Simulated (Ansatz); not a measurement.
Take a crystal in which Al has been replaced by Sc on all its sites, with the cell rescaled by a rough guess (in some cases also distorted within its space group) and nothing relaxed:

```yaml
crystal:
  lattice:
    - [-2.00931, 2.00931, 2.00931]
    - [2.00931, -2.00931, 2.00931]
    - [2.00931, 2.00931, -2.00931]
  atoms:
    - { symbol: Sc, position: [0.00000, 0.00000, 0.00000] }
```

All numbers below come from DFT PBE, scalar-relativistic, plane waves, PAW (Ansatz).

Settings: cutoff 420 eV, Γ-centred mesh 14×14×14 on the computed 1-atom cell, Gaussian smearing of 0.10 eV; no spin polarisation.

Q: Will this cell want to expand or contract, and how hard?

A: The pressure is -9.0 GPa (positive in compression), so the cell would contract.

Q: Is it a metal on this mesh?

A: Yes, a band crosses the Fermi level.

This bcc form isn't the element's structure at ambient conditions.